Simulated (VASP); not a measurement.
# Al (P6_3/mmc) in VASP: further runs

One crystal, Al, is run at these levels: PBEsol; tasks: single point.

Everything below comes from runs of VASP 6.6.1. Logs are shortened: lines on timing, memory, paths and dates and some standing lists are left out, and cuts for length are marked.

### Step 1. The cell of the first run

The structure is hexagonal, space group P6_3/mmc (No. 194). Conventional cell: a = 3.181 Å, b = 3.181 Å, c = 4.867 Å, α = 90.00°, β = 90.00°, γ = 120.00°. Around Al (site symmetry -6m2) lie 12 Al at 3.05 to 3.18 Å.

This isn't the form of Al at room conditions, which is fcc.

### Step 2. Single point, PBEsol (strain +0.1312 x Voigt [1, 1, 0, 0, 0, 0], atoms carried along)

Contents of INCAR:

```
SYSTEM = Al
ALGO = Fast ; EDIFF = 1E-6
ENCUT = 520 ; GGA = PS
ISIF = 2 ; ISMEAR = 0
LASPH = .True. ; LCHARG = .False.
LREAL = .False. ; LWAVE = .False.
NBANDS = 10 ; NELM = 100
PREC = Accurate ; SIGMA = 0.15
```

Contents of KPOINTS:

```
k-points
0
Gamma
  21 21 10
  0 0 0
```

Contents of POSCAR:

```
Al
1.0
    3.1814494936      0.0000000000      0.0000000000
   -1.5907247468      2.7552160823      0.0000000000
    0.0000000000      0.0000000000      4.8668500000
Al
2
Direct
    0.6666666667      0.3333333333      0.7500000000
    0.3333333333      0.6666666667      0.2500000000
```

Potentials or basis: VASP PAW PBE potentials, release 64 (Al).

The run is started by

```
$ cat potpaw_PBE.64/Al/POTCAR > POTCAR
$ mpirun -np 1 vasp_std > vasp.out
```

OUTCAR:

```text
SYSTEM = Al
   EDIFF = 1E-6
   ENCUT = 520
   GGA = PS
   ISIF = 2
   ISMEAR = 0
   LASPH = .True.
   LREAL = .False.
   NELM = 100
   PREC = Accurate

 ion  position               nearest neighbor table
   1  0.667  0.333  0.750-   2 3.05   2 3.05   2 3.05   2 3.05   2 3.05   2 3.05
   2  0.333  0.667  0.250-   1 3.05   1 3.05   1 3.05   1 3.05   1 3.05   1 3.05

  LATTYP: Found a hexagonal cell.
 ALAT       =     3.1814494936
 C/A-ratio  =     1.5297586870

  Lattice vectors:

 A1 = (   3.1814494936,   0.0000000000,   0.0000000000)
 A2 = (  -1.5907247468,   2.7552160823,   0.0000000000)
 A3 = (   0.0000000000,   0.0000000000,   4.8668500000)

Analysis of symmetry for initial positions (statically):
=====================================================================
 Subroutine PRICEL returns:
 Original cell was already a primitive cell.

 Routine SETGRP: Setting up the symmetry group for a
 hexagonal supercell.

 Subroutine GETGRP returns: Found 24 space group operations
 (whereof 12 operations were pure point group operations)
 out of a pool of 24 trial point group operations.

The static configuration has the point symmetry D_3d.
 The point group associated with its full space group is D_6h.

Analysis of symmetry for dynamics (positions and initial velocities):
=====================================================================
 Subroutine PRICEL returns:
 Original cell was already a primitive cell.

 Routine SETGRP: Setting up the symmetry group for a
 hexagonal supercell.

 Subroutine GETGRP returns: Found 24 space group operations
 (whereof 12 operations were pure point group operations)
 out of a pool of 24 trial point group operations.

The dynamic configuration has the point symmetry D_3d.
 The point group associated with its full space group is D_6h.

 Subroutine INISYM returns: Found 24 space group operations
 (whereof 12 operations are pure point group operations),
 and found     1 'primitive' translations

----------------------------------------------------------------------------------------

                                     Primitive cell

  volume of cell :      42.6608

  direct lattice vectors                    reciprocal lattice vectors
     3.181449494  0.000000000  0.000000000     0.314322136  0.181473970  0.000000000
    -1.590724747  2.755216082  0.000000000     0.000000000  0.362947940  0.000000000
     0.000000000  0.000000000  4.866850000     0.000000000  0.000000000  0.205471712

  length of vectors
[... 92 lines left out ...]
   PSTRESS=    0.0 pullay stress
   NELECT =       6.0000    total number of electrons
   NUPDOWN=      -1.0000    fix difference up-down
   EMIN   =  10.00;   EMAX   =-10.00  energy-range for DOS
   EFERMI =   0.00;   METHOD = LEGACY
   ISMEAR =     0;   SIGMA  =   0.15  broadening in eV -4-tet -1-fermi 0-gaus
   EFERMI_NEDOS =   21; number of points for ismear=-14 and -15
   IALGO  =     68    algorithm
   IMIX   =      4    mixing-type and parameters
     AMIX     =   0.40;   BMIX     =  1.00
     AMIX_MAG =   1.60;   BMIX_MAG =  1.00
  volume/ion in A,a.u.               =      21.33       143.94
  Fermi-wavevector in a.u.,A,eV,Ry     =   0.851365  1.608846  9.861803  0.724822
  Thomas-Fermi vector in A             =   1.967486
   LORBIT       =      0    0 simple, 1 ext, 2 COOP (PROOUT), +10 PAW based schemes
   GGA     = PS    functional components
   LHFCALC =     F    Hartree Fock is set to
   AEXX    =    0.0000 exact exchange contribution
   IVDW    =     0    specifies the selected vdW correction
   LEPSILON=     F    determine dielectric tensor
   LRPA    =     F    only Hartree local field effects (RPA)
 non-spin polarized calculation
 RMM-DIIS sequential band-by-band and
 Gauss-broadening in eV      SIGMA  =   0.15
  energy-cutoff  :      520.00
  volume of cell :       42.66
 maximum number of plane-waves:      1163
 NGX is ok and might be reduce to    24
   NGX = 11   NGY = 11   NGZ = 19

 number of electron       6.0000000 magnetization

 Free energy of the ion-electron system (eV)
  ---------------------------------------------------
  ext. energy  EPLUGINS =         0.00000000
  ---------------------------------------------------
  free energy    TOTEN  =        -7.65645098 eV

  energy without entropy =       -7.64494251  energy(sigma->0) =       -7.65069674

 E-fermi :   5.4826     XC(G=0):  -9.3544

 val. band max:        5.4742997763   @ k =   0.1905  -0.0000   0.2000
 cond. band min:       5.4865650164   @ k =   0.3333  -0.0000   0.1000
 fundamental gap:      0.0122652402
 Fermi energy:         5.4825698553

 k-point     1 :       0.0000    0.0000    0.0000
  band No.  band energies     occupation
      1      -3.9606      2.00000
      2       2.1720      2.00000
      3       2.1865      2.00000
      4      13.1940      0.00000
      5      13.1940      0.00000
      6      14.3372      0.00000
      7      14.3372      0.00000
      8      16.2602      0.00000
      9      16.7095      0.00000
     10      17.8601      0.00000
[... 287 lines left out ...]
 k-point    24 :       0.1905    0.0952    0.0000
  band No.  band energies     occupation
      1      -2.7322      2.00000
      2       3.3371      2.00000
      3       3.3919      2.00000
      4       7.0940      0.00000
      5       8.8610      0.00000
      6      12.7042      0.00000
      7      12.8227      0.00000
      8      14.1598      0.00000
      9      14.3180      0.00000
     10      15.0907      0.00000

 [... further k-points ...]

------------------------ aborting loop because EDIFF is reached ----------------------------------------

  FORCE on cell =-STRESS in cart. coord.  units (eV):
  Direction    XX          YY          ZZ          XY          YZ          ZX
  --------------------------------------------------------------------------------------
  -------------------------------------------------------------------------------------
  Total       -3.0952864     -3.0952864     -2.7191757      0.0000000     -0.0000000      0.0000000
  in kB     -116.2472690   -116.2472690   -102.1219716      0.0000000     -0.0000000      0.0000000
  external PRESSURE =    -111.5388365 kB  Pullay stress =       0.0000000 kB

 VOLUME and BASIS-vectors are now :
 -----------------------------------------------------------------------------
  energy-cutoff  :      520.00
  volume of cell :       42.66
      direct lattice vectors                 reciprocal lattice vectors
     3.181449494  0.000000000  0.000000000     0.314322136  0.181473970  0.000000000
    -1.590724747  2.755216082  0.000000000     0.000000000  0.362947940  0.000000000
     0.000000000  0.000000000  4.866850000     0.000000000  0.000000000  0.205471712

 POSITION                                       TOTAL-FORCE (eV/Angst)
 -----------------------------------------------------------------------------------
      1.59072      0.91841      3.65014         0.000000      0.000000      0.000000
     -0.00000      1.83681      1.21671        -0.000000      0.000000      0.000000
 -----------------------------------------------------------------------------------
    total drift:                               -0.000000      0.000000     -0.000000

  FREE ENERGIE OF THE ION-ELECTRON SYSTEM (eV)
  ---------------------------------------------------
  free  energy   TOTEN  =        -7.6564509780 eV

  energy  without entropy=       -7.6449425055  energy(sigma->0) =       -7.65069674
```

OSZICAR:

```text
N       E                     dE             d eps       ncg     rms          rms(c)
DAV:   1    -0.105490621355E+01   -0.10549E+01   -0.22241E+03  5760   0.462E+02
DAV:   2    -0.755195547797E+01   -0.64970E+01   -0.62701E+01  7544   0.487E+01
DAV:   3    -0.770920842322E+01   -0.15725E+00   -0.15521E+00  7712   0.624E+00
DAV:   4    -0.770993504712E+01   -0.72662E-03   -0.72641E-03  6942   0.475E-01
DAV:   5    -0.770994173595E+01   -0.66888E-05   -0.66893E-05  7006   0.472E-02    0.145E+00
RMM:   6    -0.767750282022E+01    0.32439E-01   -0.53877E-03  5815   0.377E-01    0.839E-01
RMM:   7    -0.765648475258E+01    0.21018E-01   -0.14227E-02  6005   0.605E-01    0.137E-01
RMM:   8    -0.765644864769E+01    0.36105E-04   -0.32452E-04  6359   0.116E-01    0.211E-02
RMM:   9    -0.765645327892E+01   -0.46312E-05   -0.48919E-05  6646   0.467E-02    0.137E-02
RMM:  10    -0.765645405649E+01   -0.77757E-06   -0.10100E-05  6720   0.231E-02    0.724E-03
RMM:  11    -0.765644988929E+01    0.41672E-05   -0.23423E-06  6549   0.838E-03    0.227E-02
RMM:  12    -0.765645113815E+01   -0.12489E-05   -0.79792E-07  4760   0.699E-03    0.608E-03
RMM:  13    -0.765645097801E+01    0.16014E-06   -0.21688E-07  3578   0.329E-03
   1 F= -.76564510E+01 E0= -.76506967E+01  d E =-.115085E-01
```

stdout:

```text
POSCAR found type information on POSCAR Al
 POSCAR found :  1 types and       2 ions
 scaLAPACK will be used
 -----------------------------------------------------------------------------
|                                                                             |
|                                                                             |
|     You enforced a specific xc type in the INCAR file but a different       |
|     I HOPE YOU KNOW WHAT YOU ARE DOING!                                     |
|                                                                             |
 -----------------------------------------------------------------------------

 LDA part: xc-table for (Slater+PW92), standard interpolation
 POSCAR, INCAR and KPOINTS ok, starting setup
 FFT: planning ... GRIDC
 FFT: planning ... GRID_SOFT
 FFT: planning ... GRID
 WAVECAR not read
 entering main loop
```

It took 29 s on 1 thread of Intel Xeon 6975P-C (Granite Rapids), shared host; peak memory 0.22 GiB.

Results:

```yaml
Free_energy: -7.6565 eV
Pressure: -11.2 GPa
Band_gap_on_the_k_mesh: none (metal or under the smearing width)
```

Stress tensor (GPa, compression positive):
```
-11.62   0.00   0.00
  0.00 -11.62   0.00
  0.00   0.00 -10.21
```

Levels at points of the mesh, in eV from the Fermi level:
| k point | band 1 | band 2 | band 3 | band 4 | band 5 | band 6 | band 7 | band 8 |
| --- | --- | --- | --- | --- | --- | --- | --- | --- |
| (0.00, 0.00, 0.00) | -9.44 | -3.31 | -3.30 | 7.71 | 7.71 | 8.85 | 8.85 | 10.78 |
| (0.00, 0.00, 0.50) | -7.89 | -7.89 | 4.04 | 4.04 | 8.98 | 8.98 | 8.98 | 8.98 |

Caveat: the PAW data sets were made with another functional, which shifts forces and pressure a little.

### Step 3. Single point, PBEsol (strain -0.1500 x Voigt [1, 1, 0, 0, 0, 0], atoms carried along)

Contents of INCAR:

```
PREC     = Accurate       # precision mode
ENCUT    = 520            # plane-wave cutoff, eV
EDIFF    = 1E-7           # SCF threshold, eV
ISMEAR   = 0              # smearing method
SIGMA    = 0.15           # smearing width, eV
LREAL    = False          # projectors in reciprocal space
LASPH    = True           # aspherical terms in the spheres
NELM     = 100            # most SCF steps
ALGO     = Fast           # electronic algorithm
ISIF     = 2              # what is computed and relaxed
LWAVE    = False          # write WAVECAR
LCHARG   = True           # write CHGCAR
GGA      = PS             # functional
LELF     = True           # ELF
LVHAR    = True         
NBANDS   = 10             # bands
```

Contents of KPOINTS:

```
regular mesh
0
Gamma
  21 21 10
```

Contents of POSCAR:

```
Al
1.0
    2.3905870488      0.0000000000      0.0000000000
   -1.1952935244      2.0703091142      0.0000000000
    0.0000000000      0.0000000000      4.8668500000
Al
2
Direct
    0.6666666667      0.3333333333      0.7500000000
    0.3333333333      0.6666666667      0.2500000000
```

Potentials or basis: VASP PAW PBE potentials, release 64 (Al).

The run is started by

```
$ cat potpaw_PBE.64/Al/POTCAR > POTCAR
$ mpirun -np 1 vasp_std > vasp.out
```

OUTCAR:

```text
PREC = Accurate
   ENCUT = 520
   EDIFF = 1E-7
   ISMEAR = 0
   LREAL = False
   LASPH = True
   NELM = 100
   ISIF = 2
   GGA = PS

 ion  position               nearest neighbor table
   1  0.667  0.333  0.750-   2 2.80   2 2.80   2 2.80   2 2.80   2 2.80   2 2.80
   2  0.333  0.667  0.250-   1 2.80   1 2.80   1 2.80   1 2.80   1 2.80   1 2.80

  LATTYP: Found a hexagonal cell.
 ALAT       =     2.3905870488
 C/A-ratio  =     2.0358388549

  Lattice vectors:

[... 503 lines left out ...]

------------------------ aborting loop because EDIFF is reached ----------------------------------------

  FORCE on cell =-STRESS in cart. coord.  units (eV):
  Direction    XX          YY          ZZ          XY          YZ          ZX
  --------------------------------------------------------------------------------------
  -------------------------------------------------------------------------------------
  Total       12.1936307     12.1936307      2.1771100      0.0000000     -0.0000000      0.0000000
  in kB      811.0654525    811.0654525    144.8115637      0.0000000     -0.0000000      0.0000000
  external PRESSURE =     588.9808229 kB  Pullay stress =       0.0000000 kB

 VOLUME and BASIS-vectors are now :
 -----------------------------------------------------------------------------
  energy-cutoff  :      520.00
  volume of cell :       24.09
      direct lattice vectors                 reciprocal lattice vectors
     2.390587049  0.000000000  0.000000000     0.418307294  0.241509829  0.000000000
    -1.195293524  2.070309114  0.000000000     0.000000000  0.483019658  0.000000000
     0.000000000  0.000000000  4.866850000     0.000000000  0.000000000  0.205471712

 POSITION                                       TOTAL-FORCE (eV/Angst)
 -----------------------------------------------------------------------------------
      1.19529      0.69010      3.65014        -0.000000      0.000000      0.000000
     -0.00000      1.38021      1.21671         0.000000     -0.000000      0.000000
 -----------------------------------------------------------------------------------
    total drift:                                0.000000     -0.000000      0.000000

  FREE ENERGIE OF THE ION-ELECTRON SYSTEM (eV)
  ---------------------------------------------------
  free  energy   TOTEN  =        -6.4903151892 eV

  energy  without entropy=       -6.4819282575  energy(sigma->0) =       -6.48612172
```

OSZICAR:

```text
N       E                     dE             d eps       ncg     rms          rms(c)
DAV:   1     0.201439768399E+01    0.20144E+01   -0.25321E+03  5760   0.493E+02
DAV:   2    -0.644200381918E+01   -0.84564E+01   -0.81148E+01  7618   0.618E+01
DAV:   3    -0.661486140332E+01   -0.17286E+00   -0.17143E+00  7510   0.717E+00
DAV:   4    -0.661560620197E+01   -0.74480E-03   -0.74472E-03  6906   0.504E-01
DAV:   5    -0.661561163369E+01   -0.54317E-05   -0.54320E-05  7106   0.434E-02    0.337E+00
RMM:   6    -0.653528742245E+01    0.80324E-01   -0.57355E-03  5831   0.399E-01    0.193E+00
RMM:   7    -0.649073463055E+01    0.44553E-01   -0.11943E-02  6226   0.615E-01    0.204E-01
RMM:   8    -0.649036985900E+01    0.36477E-03   -0.15138E-03  6288   0.256E-01    0.133E-01
RMM:   9    -0.649031279094E+01    0.57068E-04   -0.41540E-04  6616   0.137E-01    0.673E-02
RMM:  10    -0.649031308401E+01   -0.29306E-06   -0.89631E-05  6470   0.607E-02    0.124E-02
RMM:  11    -0.649031562651E+01   -0.25425E-05   -0.22810E-05  6762   0.340E-02    0.318E-02
RMM:  12    -0.649031539341E+01    0.23310E-06   -0.47384E-06  6717   0.139E-02    0.122E-02
RMM:  13    -0.649031512032E+01    0.27309E-06   -0.11634E-06  6343   0.713E-03    0.427E-03
RMM:  14    -0.649031518921E+01   -0.68890E-07   -0.17380E-07  5034   0.250E-03
   1 F= -.64903152E+01 E0= -.64861217E+01  d E =-.838693E-02
```

It took 28 s on 1 thread of Intel Xeon 6975P-C (Granite Rapids), shared host; peak memory 0.17 GiB.

Results:

```yaml
Free_energy: -6.4903 eV
Pressure: 58.9 GPa
Band_gap_on_the_k_mesh: none (metal or under the smearing width)
```

Levels at points of the mesh, in eV from the Fermi level:
| k point | band 1 | band 2 | band 3 | band 4 | band 5 | band 6 | band 7 |
| --- | --- | --- | --- | --- | --- | --- | --- |
| (0.00, 0.00, 0.00) | -13.36 | -7.58 | -7.01 | 8.96 | 10.18 | 16.13 | 16.13 |
| (0.00, 0.00, 0.50) | -11.82 | -11.82 | -0.06 | -0.06 | 16.71 | 16.71 | 16.71 |

Caveat: so large a pressure means that the cell lies far from this level's equilibrium, or that cutoff or potentials fall short; the potentials were made for another functional, which shifts forces and pressure.
